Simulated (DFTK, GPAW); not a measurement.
Given: the input of a run of DFTK 0.8.2 on BN. Measurements of this composition are mostly on another form, of space group No. 194.

run.jl

```julia
using DFTK
using PseudoPotentialData
using Unitful, UnitfulAtomic
using LinearAlgebra, Printf
include("save.jl")
disable_threading()

# lattice vectors are the columns
lattice = austrip(1u"Å") * [  2.5539396017  -1.2769698009            0.0;
                      0.0   2.2117765748            0.0;
                      0.0            0.0       4.226855]
symbols   = [:N, :N, :B, :B]
positions = [[0.3333333333, 0.6666666667, 0.125276],
             [0.6666666667, 0.3333333333, 0.625276],
             [0.3333333333, 0.6666666667, 0.499724],
             [0.6666666667, 0.3333333333, 0.999724]]
pseudopotentials = PseudoFamily("dojo.nc.sr.pbesol.v0_4_1.standard.upf")
elements = Dict(s => ElementPsp(s, pseudopotentials) for s in unique(symbols))
atoms    = [elements[s] for s in symbols]

build_model(lattice, positions; symmetries=true) =
    model_DFT(lattice, atoms, positions;
              functionals=PBEsol(),
              temperature=austrip(0.05u"eV"),
              smearing=Smearing.FermiDirac(),
              symmetries)
Ecut  = 42.0  # hartree
kgrid = [12, 12, 6]
tol   = 1e-6
to_GPa = ustrip(uconvert(u"GPa", 1u"hartree/bohr^3"))

model = build_model(lattice, positions)
basis = PlaneWaveBasis(model; Ecut, kgrid)
display(basis)
scfres = self_consistent_field(basis;
                               tol,
                               nbandsalg=AdaptiveBands(model; n_bands_converge=13))
display(scfres.energies)
@printf "Fermi level: %.6f eV\n" ustrip(auconvert(u"eV", something(scfres.εF, NaN)))
forces = compute_forces_cart(scfres)
println("Forces (eV/Å)")
for (s, f) in zip(symbols, forces)
    @printf "%-3s %12.6f %12.6f %12.6f\n" s ustrip.(auconvert.(u"eV/Å", f))...
end
stress = compute_stresses_cart(scfres)
println("Stress (GPa)")
display(round.(stress * to_GPa; digits=4))
println("Levels at the first k-point (eV): ", round.(ustrip.(auconvert.(u"eV", scfres.eigenvalues[1][1:scfres.n_bands_converge])); digits=4))
save_scf!(scfres; forces, stress)
```

Potentials or basis: dojo.nc.sr.pbesol.v0_4_1.standard.upf (PBEsol).

Run with:

```bash
$ julia --threads=1 run.jl  # save.jl only writes the numbers to a file and isn't shown; printed stress counts tension as positive; times include loading and compiling
```

Task: Translate it to GPAW 26.7.0 (ASE script). Potentials or basis there: PAW data sets generated for this functional, cutoff 800 eV.

Result: As run (cutoffs and basis follow the program's own potentials, and thresholds, step limits or extra output files can differ):

run.py

```python
from ase import Atoms
from ase.dft.bandgap import bandgap
from ase.io import write
from ase.units import Bohr, GPa
from gpaw import GPAW, PW, setup_paths
from gpaw.elf import elf_from_dft_calculation

setup_paths.insert(0, '.')

atoms = Atoms(['N', 'N', 'B', 'B'],
              cell=[[2.5539396017, 0.0, 0.0],
                    [-1.2769698009, 2.2117765748, 0.0],
                    [0.0, 0.0, 4.226855]],
              scaled_positions=[[0.3333333333, 0.6666666667, 0.125276],
                                [0.6666666667, 0.3333333333, 0.625276],
                                [0.3333333333, 0.6666666667, 0.499724],
                                [0.6666666667, 0.3333333333, 0.999724]],
              pbc=True)

calc = GPAW(mode=PW(800),
            xc='PBEsol',
            kpts={'size': (12, 12, 6), 'gamma': True},
            occupations={'name': 'fermi-dirac', 'width': 0.05},
            nbands=18,
            convergence={'density': 1e-05, 'energy': 1e-05},
            maxiter=150,
            txt='gpaw.txt')
atoms.calc = calc
energy = atoms.get_potential_energy()
forces = atoms.get_forces()
stress = atoms.get_stress()
calc.write('gs.gpw')
write('result.traj', atoms)
print(f'Energy: {energy:.6f} eV')
print('Forces (eV/A):')
print(forces.round(4))
print('Stress (GPa):', (stress / GPa).round(3))
print('Fermi level:', round(calc.get_fermi_level(), 4), 'eV')
print(f'Gap: {bandgap(calc)[0]:.4f} eV, direct: {bandgap(calc, direct=True)[0]:.4f} eV')

# fields on the real-space grid
write('density.cube', atoms, data=calc.get_pseudo_density() * Bohr**3)
write('potential.cube', atoms, data=calc.get_electrostatic_potential())
write('elf.cube', atoms, data=elf_from_dft_calculation(calc).data)
```

Potentials or basis: PAW data sets generated in the run's folder for this functional, pw.

Run with:

```sh
$ gpaw-setup -f PBEsol B N
$ OMP_NUM_THREADS=1 python run.py
```

Both were run:

|  | DFTK | GPAW |
| --- | --- | --- |
| Pressure | -5.3 GPa | -7.1 GPa |

Pressure is positive in compression.
